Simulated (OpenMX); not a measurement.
Cu2O (Cuprite) under changes of volume

One of the cells (13.142 Å³/atom); the others are scaled copies at fixed shape and fractional positions:

```
CELL_PARAMETERS angstrom
4.28821 0.00000 0.00000
0.00000 4.28821 0.00000
0.00000 0.00000 4.28821
ATOMIC_POSITIONS crystal
Cu 0.75000 0.25000 0.75000
Cu 0.75000 0.75000 0.25000
Cu 0.25000 0.75000 0.75000
Cu 0.25000 0.25000 0.25000
O 0.50000 0.50000 0.50000
O 0.00000 0.00000 0.00000
```

```yaml
Program: OpenMX 3.8.5
Functional: PBE
Potentials_or_basis: OpenMX 2013 PBE set, Cu6.0H-s3p2d2, O6.0-s2p2d1, fixed grid of 56 × 56 × 56 points
k_mesh: 7 × 7 × 7
Occupations: fermi-dirac, width 0.05 eV
Spin: no spin polarisation
```

```tsv
volume (Å³/atom)	energy over the lowest point (meV/atom)	gap on the mesh (eV)
12.112	63.19	0.70
12.369	41.19	0.64
12.627	?	?
13.142	4.66	0.50
13.400	0.64	0.46
13.658	0.00	0.42
```

**Question.** What does the run at 12.627 Å³/atom give?

**Answer.** Energy over the lowest point 24.73 meV/atom; gap on the mesh 0.59 eV.

Worked out: A Birch-Murnaghan fit of order 3 (a polynomial in V^(-2/3)) to the other rows has its minimum at 13.58 Å³/atom with B0 = V·E''(V) = 102 GPa and B' = 5.0. It gives 24.43 meV/atom at 12.627 Å³/atom, against the run's 24.73. A straight line through the other rows of the gap, of slope -2.32 eV per unit of ln V (its deformation potential), gives 0.60 eV, against the run's 0.59.

Energies are extrapolated to zero smearing.

Caveats: an odd mesh through Γ misses points on the zone boundary, where band edges often lie; the basis of atomic orbitals isn't converged, which shifts pressures, moduli and gaps.
